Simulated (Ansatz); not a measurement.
# C (R-3m) in Ansatz: single point with PBE0

Aim: the single point of C with PBE0.

Program: Ansatz 0.2.0. These are calculated values, not measurements. Logs are shortened: lines on timing, memory, paths and dates and some standing lists are left out, and cuts for length are marked.

### Step 1. Starting point

Symmetry: R-3m, No. 166, trigonal system. The conventional cell has a = 2.466 Å, b = 2.466 Å, c = 24.848 Å, α = 90.00°, β = 90.00°, γ = 120.00°. C (site symmetry 3m) is surrounded by 3 C at 1.42 Å. C (site symmetry 3m) is surrounded by 3 C at 1.42 Å.

This isn't the form of C at room conditions, which is graphite.

### Step 2. Single point, PBE0

File input:

```
crystal:
  lattice:
    - [1.2331880975, 0.7119814801, 8.2826151019]
    - [-1.2331880975, 0.7119814801, 8.2826151019]
    - [0.0, -1.4239629601, 8.2826151019]
  atoms:
    - { symbol: C, position: [0.08717308, 0.08717308, 0.08717308] }
    - { symbol: C, position: [0.75385006, 0.75385006, 0.75385006] }
    - { symbol: C, position: [0.24614994, 0.24614994, 0.24614994] }
    - { symbol: C, position: [0.91282692, 0.91282692, 0.91282692] }
hamiltonian:
  xc: pbe0
  pseudopotentials: { kind: paw }
kpoints:
  mp_grid: { grid: [8, 8, 8] }
scf:
  occupations: { method: fermi_dirac, width: 0.05 }
output:
  forces: true
  stress: true
  eigenvalues: true
```

Potentials or basis: Ansatz PAW.

Output:

```text
Warning: output.stress: scf.convergence.dr2_threshold = 1e-7 eV (the SCF's general default) is looser than the 4e-10 eV advised for a printed stress (1e-10 eV for each atom of the cell: 4). What an SCF threshold leaves in a stress goes as its square root, and in the free energy as the threshold itself, and one threshold admits the most on a small cell: of the crystals measured, under no hybrid functional and no lock of the moments, on runs that ended without the residual-converged pass, on stresses that held no estimate of that error, the worst erred by over 100 MPa in a component at 1e-7 eV an atom and by under 5 at 1e-10. Set scf.convergence.dr2_threshold to 4e-10 eV or tighter. The threshold is an SCF's pass mark: one that does not reach it within its budget of iterations ends unconverged, or closes short of it on a stop that the run arms, and scf.convergence.dr2_threshold's page says what that costs each kind of run
Warning: output.stress: scf.exx.energy_threshold = 1e-6 eV is looser than the 4e-8 eV advised for a stress under a hybrid functional (1e-8 eV for each atom of the cell: 4). Every SCF of the exchange loop can meet its threshold on dr2 while the loop round them stops early: no threshold on dr2 bounds what that leaves in the stress. Set scf.exx.energy_threshold to 4e-8 eV or tighter. The threshold is the loop's pass mark: a loop that does not reach it within its budget of cycles ends unconverged, and scf.exx.energy_threshold's page has the law
basis.fft_grid_basis auto: the FFT boxes are laid along the combinations [[1, 0, -1], [0, 1, -1], [0, 0, 1]] of the cell's own vectors, 2.466, 2.466 and 8.404 Å long. The dense box has 18×18×60 points. Along the cell's own vectors, as sized, it would have 60×60×60, 11.11 times as many. Of the 12 symmetry operations that the crystal satisfies within crystal.symmetry.tolerance (time reversal apart; of a slab, those that keep its plane) the dense box along the cell's own vectors carries 12, and the one as laid loses 8 of those. basis.fft_grid_basis: typed keeps the cell's own vectors: state it where this run's energies or levels are differenced outside the engine with another run's, or held beside a run that keeps those vectors.
GPUs: using 1 of 1 available (devices: 1).
Engine: ansatz 0.2.0, x86_64-unknown-linux-gnu
Pseudopotentials: kind: paw
Pseudopotential: C, paw, valence charge 4, recommended cutoff 420 eV (normal), C.paw.azcp
Functional definition: PBE0
  parameter a = 0.25
  parameter kappa = 0.804
  parameter beta = 0.06672455060314922
  exchange = (1 - a)*pbe_x(kappa = kappa, mu = beta*pi^2/3) + a*exact_x
  correlation = pbe_c(beta = beta)
device memory: the entry about to start is reckoned to put 0.8 GiB on a device that reports 40.9 GiB free (of which the cap on the GPU budget leaves the run 18.0 GiB)
GPU FFT provider: cuFFT
GPU libraries: cuBLAS 13.8.2, cuFFT 12.4.0, cuSOLVER 12.3.4
Crystal: 4 atoms, lattice volume = 43.633 Å³
Basis set: ecut = 420 eV, 819 PW (Γ), FFT grids on a1−a3, a2−a3, a3, exchange–correlation on 36×36×120 points (8 copies of the dense FFT grid, shifted against one another)
Bands: 12, of which v1, the nominal top of the filled ones, is band 8 counted from 1 (7 counted from 0)
Symmetry: 12 space group operations
Space group: R-3m (ITA 166), of the structure as read, at distance tolerance 3.5e-5 Å
k-points: 65 of 512
Non-local potential: C, projectors of the file, l = 0: 2, l = 1: 2, l = 2: 1
PAW form: soft (Blöchl's): semilocal exchange-correlation on the pseudo side does not see the compensation charge
PAW frozen core: C, regenerated for the run's functional, and the local potential with it (the file was generated under x = pbe(κ = 0.804, μ = 0.2195149727645171), c = pbe(β = 0.06672455060314922))
PAW one-centre angular grid: C, 110 points (default); XC on 64 Gauss nodes
Initial density: superposition of atomic densities (neutral atoms: chi_scale 0, normalization atom), corrected by the library's trained network
Initial wavefunctions: pseudopotential atomic-orbital guess
GPU buffer pool allocated for 19440 grid points (all kernels)
GPU transforms: local potential and band sums: pruned to the plane-wave sphere, on 18×18×60
Functional: x = pbe(κ = 0.804, μ = 0.2195149727645171), c = pbe(β = 0.06672455060314922), warm-up for x = 0.75 pbe(κ = 0.804, μ = 0.2195149727645171) + 0.25 exact, c = pbe(β = 0.06672455060314922)
SCF iter   1: F=—  HF=-1003.767283 eV  |F-HF|=—  |Δ(HF+E_count)|=         —  Δρ=3.88e-3  dr2=8.22e-3  ethr=1.77e-3  ⟨swp⟩=9.0  Hψ=4046  notcnv=0
preconditioner: auto → none  [insulator: Δε(μ)=1.699 eV  Ē_g=15.391 eV  σ=0.050 eV  W_gap=1.00  n_scr=6 (ndim 8)  ℏωp=22.5 eV  f_vac=0.206  D(μ)=0.00/eV (n_scr^D=0)]
iter 2 solved again at ethr=4.77e-6 eV; its pass at ethr=5.14e-5 eV (dr2=7.63e-4 eV) is discarded
SCF iter   2: F=—  HF=-1003.765550 eV  |F-HF|=—  |Δ(HF+E_count)|=   1.73e-3  Δρ=1.63e-3  dr2=7.57e-4  ethr=4.77e-6  ⟨swp⟩=2.3  Hψ=3383  notcnv=0  defer=5
SCF iter   3: F=-1003.765874 eV  HF=-1003.765855 eV  |F-HF|=1.99e-5  |Δ(HF+E_count)|=   3.04e-4  Δρ=4.28e-4  dr2=4.58e-5  ethr=4.73e-6  ⟨swp⟩=3.0  Hψ=1807  notcnv=0  defer=1
SCF 1 stopped early in 3 iterations: F = -1003.765874 eV  dr2 = 4.58e-5
device memory: the entry about to start is reckoned to put 1.4 GiB on a device that reports 40.9 GiB free (of which the cap on the GPU budget leaves the run 18.0 GiB)
GPU FFT provider: cuFFT
GPU libraries: cuBLAS 13.8.2, cuFFT 12.4.0, cuSOLVER 12.3.4
Initial density: handed on by an earlier stage of this run
Initial wavefunctions: those handed on with the density
GPU buffer pool allocated for 19440 grid points (all kernels)
GPU transforms: local potential and band sums: pruned to the plane-wave sphere, on 18×18×60
Functional: x = 0.75 pbe(κ = 0.804, μ = 0.2195149727645171) + 0.25 exact, c = pbe(β = 0.06672455060314922)
Exchange kernel: α = 0.2500, full range, Wigner–Seitz truncation, v(0) = 22972.5049 eV·Å³, q-mesh 8×8×8, nearest image of the exchange supercell L = 19.73 Å, pair-density grid 15×15×60, without the augmentation charges, whose exchange is taken in its separable form by FFT convolution over the k-point mesh (the finest that the files' search goes to), smooth part of the exact exchange by density-matrix convolution in up to 3.86 GiB of GPU memory as planned if the GPU has room (build and FFT work areas not counted)
Frozen-core exchange: fock
SCF iter   1: F=—  HF=-1003.975989 eV  |F-HF|=—  |Δ(HF+E_count)|=         —  Δρ=7.57e-3  dr2=1.31e-2  ethr=2.86e-6  ⟨swp⟩=9.0  Hψ=4116  notcnv=0
preconditioner: auto → none  [insulator: Δε(μ)=2.675 eV  Ē_g=18.197 eV  σ=0.050 eV  W_gap=1.00  n_scr=6 (ndim 8)  ℏωp=22.5 eV  f_vac=0.212  D(μ)=0.00/eV (n_scr^D=0)]
SCF iter   2: F=—  HF=-1003.970847 eV  |F-HF|=—  |Δ(HF+E_count)|=   5.14e-3  Δρ=3.00e-3  dr2=1.60e-3  ethr=2.86e-6  ⟨swp⟩=3.6  Hψ=2263  notcnv=0
SCF iter   3: F=—  HF=-1003.974698 eV  |F-HF|=—  |Δ(HF+E_count)|=   3.85e-3  Δρ=9.57e-4  dr2=1.46e-4  ethr=2.86e-6  ⟨swp⟩=4.1  Hψ=2083  notcnv=0  defer=10
SCF iter   4: F=—  HF=-1003.974645 eV  |F-HF|=—  |Δ(HF+E_count)|=   5.23e-5  Δρ=1.89e-4  dr2=1.34e-5  ethr=8.83e-7  ⟨swp⟩=3.1  Hψ=1433  notcnv=0  defer=1
SCF iter   5: F=—  HF=-1003.974711 eV  |F-HF|=—  |Δ(HF+E_count)|=   6.56e-5  Δρ=1.26e-4  dr2=6.18e-6  ethr=5.11e-8  ⟨swp⟩=4.3  Hψ=2325  notcnv=0  defer=13
SCF iter   6: F=-1003.974709 eV  HF=-1003.974709 eV  |F-HF|=8.38e-8  |Δ(HF+E_count)|=   2.01e-6  Δρ=9.03e-6  dr2=2.06e-7  ethr=3.79e-8  ⟨swp⟩=3.0  Hψ=1607  notcnv=0
SCF 2 stopped early in 6 iterations: F = -1003.974709 eV  dr2 = 2.06e-7
  Residual-converged pass: ⟨swp⟩=3.9  Hψ=1955  notcnv=0  max |occ|·‖R‖ = 6.5e-6 eV (tolerance 6.7e-6 eV)  dr2=2.10e-7  dr2_onsite=5.10e-10  max |Δocc| = 1.6e-19
hybrid outer 1: dexx = +4.826e-3 eV, tail = 2.11e-5 eV
GPU FFT provider: cuFFT
GPU libraries: cuBLAS 13.8.2, cuFFT 12.4.0, cuSOLVER 12.3.4
GPU buffer pool allocated for 19440 grid points (all kernels)
GPU transforms: local potential and band sums: pruned to the plane-wave sphere, on 18×18×60
Exchange kernel: α = 0.2500, full range, Wigner–Seitz truncation, v(0) = 22972.5049 eV·Å³, q-mesh 8×8×8, nearest image of the exchange supercell L = 19.73 Å, pair-density grid 15×15×60, without the augmentation charges, whose exchange is taken in its separable form by FFT convolution over the k-point mesh (the finest that the files' search goes to), smooth part of the exact exchange by density-matrix convolution in up to 3.86 GiB of GPU memory as planned if the GPU has room (build and FFT work areas not counted)
Frozen-core exchange: fock
SCF iter   1: F=—  HF=-1003.974840 eV  |F-HF|=—  |Δ(HF+E_count)|=         —  Δρ=6.34e-5  dr2=9.05e-7  ethr=6.59e-7  ⟨swp⟩=5.5  Hψ=2179  notcnv=0
preconditioner: auto → none  [insulator: Δε(μ)=2.683 eV  Ē_g=18.245 eV  σ=0.050 eV  W_gap=1.00  n_scr=6 (ndim 8)  ℏωp=22.5 eV  f_vac=0.210  D(μ)=0.00/eV (n_scr^D=0)]
SCF iter   2: F=—  HF=-1003.974840 eV  |F-HF|=—  |Δ(HF+E_count)|=   2.33e-7  Δρ=1.29e-5  dr2=3.18e-8  ethr=4.79e-9  ⟨swp⟩=3.0  Hψ=1668  notcnv=0
SCF iter   3: F=—  HF=-1003.974840 eV  |F-HF|=—  |Δ(HF+E_count)|=   1.79e-7  Δρ=6.25e-6  dr2=1.15e-8  ethr=9.80e-11  ⟨swp⟩=5.5  Hψ=2604  notcnv=0  defer=29
SCF iter   4: F=—  HF=-1003.974840 eV  |F-HF|=—  |Δ(HF+E_count)|=   2.68e-9  Δρ=1.31e-6  dr2=1.03e-9  ethr=6.90e-11  ⟨swp⟩=3.3  Hψ=1780  notcnv=0  defer=6
SCF iter   5: F=-1003.974840 eV  HF=-1003.974840 eV  |F-HF|=2.31e-10  |Δ(HF+E_count)|=   3.09e-9  Δρ=1.37e-6  dr2=6.83e-10  ethr=2.55e-12  ⟨swp⟩=4.9  Hψ=2342  notcnv=0  defer=42
SCF 3 converged in 5 iterations: F = -1003.974840 eV  dr2 = 6.83e-10
  Residual-converged pass: ⟨swp⟩=2.4  Hψ=1358  notcnv=0  max |occ|·‖R‖ = 6.2e-7 eV (tolerance 6.3e-7 eV)  dr2=6.82e-10  dr2_onsite=1.18e-11  max |Δocc| = 1.6e-22
hybrid outer 2: dexx = +3.450e-7 eV, tail = 1.20e-8 eV, Δε = 2.25e-3 eV (about 5.62e-5 eV left of the loop's levels), ΔF = 1.04e-3 eV/Å (tail 3.56e-4)
hybrid SCF converged: 2 outer / 11 inner (+3 warm-up), last move |dexx| = 3.45e-7 eV, tail = 1.20e-8 eV
Stability not checked: this state was not tested for a lower state beside it, because the functional holds exact exchange (a hybrid, or Hartree-Fock), whose exchange loop this test does not read (fock_operator; see scf.lower_state_search)
Free energy (F): -1003.974840 eV
Frozen-core exchange: fock
Harris-Foulkes:  -1003.974840 eV  (|F-HF|=2.31e-10)
Internal energy: -1003.974840 eV  (E = F + TS)
E sigma→0 (E₀):  -1003.974840 eV
Fermi energy:    4.779317 eV
--- Per-component energies (eV) ---
  E_band       = -99.072052
  E_kinetic    = 361.929873
  E_local      = -869.625992  (includes V_loc(G=0)·N_el)
  E_nonlocal   = 107.087427
  E_hartree    = 297.430662
  E_xc         = -148.571562
  E_vxc        = -183.774794  (∫ρ·V_xc dr)
  E_exx        = -42.481463  (= α·E_x^exact, valence–valence)
  E_paw        = -397.870449  (= ΣΔE_a)
  E_vpaw       = -24.586844  (= ΣTr[D̂ρ^β])
  E_aug_tail   = 0.000028  (compensation charges beyond the density's cutoff)
  E_ewald      = -311.804584
  E_core_change = -0.068780  (= ΣΔE_core)
  E_smearing   = -0.000000  (= −TS)
  E_closure    = 0.000000  (closes the sum)
  Σ components = -1003.974840   (vs F -1003.974840, Δ=-1.14e-13)
--- Forces (eV/Å), atoms counted from 1 ---
  atom   1  C      0.00000000    -0.00000000    -0.00618481
  atom   2  C     -0.00000000    -0.00000000    -0.01555256
  atom   3  C      0.00000000     0.00000000     0.01555256
  atom   4  C     -0.00000000     0.00000000     0.00618481
  max |Σ_I F_I| component: 1.85e-17 eV/Å
--- Stress (GPa, compression-positive) ---
       -7.235762      -0.000000      -0.000000
       -0.000000      -7.235762       0.000000
       -0.000000       0.000000       0.249010
  P = ⅓ Tr σ = -4.7408 GPa (-47.408 kbar)
--- Band table (eV; the first three rows and the last of 65) ---
  k-point 0: bands = ["-17.6832", "-17.6277", "-4.7814", "-4.1177", "0.4045", "0.4045", "0.4080", "0.4080", "8.6566", "12.5013", "14.4393", "14.4393"]
  k-point 1: bands = ["-17.2807", "-17.2271", "-4.2798", "-3.6316", "-1.1024", "-1.0967", "-0.3518", "-0.3484", "9.1570", "12.9121", "14.4692", "14.4791"]
  k-point 2: bands = ["-16.0830", "-16.0349", "-4.4009", "-4.3890", "-2.7987", "-2.1989", "-1.7745", "-1.7710", "10.6553", "13.3094", "13.6701", "14.0595"]
  k-point 64: bands = ["-17.6674", "-17.6437", "-4.5626", "-4.3651", "0.4040", "0.4040", "0.4078", "0.4078", "9.9107", "10.3550", "14.4368", "14.4368"]
```

Run time: 57 s. Hardware: 1 × NVIDIA H100 80GB HBM3 with 2 threads of AMD EPYC 7R13 (Zen 3), shared host; peak memory 3.1 GiB.

Results:

| Quantity | Value |
| --- | --- |
| Free energy | -1003.9748 eV |
| Pressure | -4.7 GPa |
| Largest force | 0.016 eV/Å |
| Band gap on the k mesh | 2.68 eV, direct |

Forces in eV/Å, atoms in the order of the input:
```
C    0.000  0.000 -0.006
C    0.000  0.000 -0.016
C    0.000  0.000  0.016
C    0.000  0.000  0.006
```

Stress tensor (GPa, compression positive):
```
-7.24  0.00  0.00
 0.00 -7.24  0.00
 0.00  0.00  0.25
```

Caveat: the pressure holds a Pulay correction of +0.4 GPa for the finite cutoff; the PAW data sets come from PBE, with cores solved anew for the run's functional, which leaves a small shift of forces and pressure; the thresholds are loose for stress.
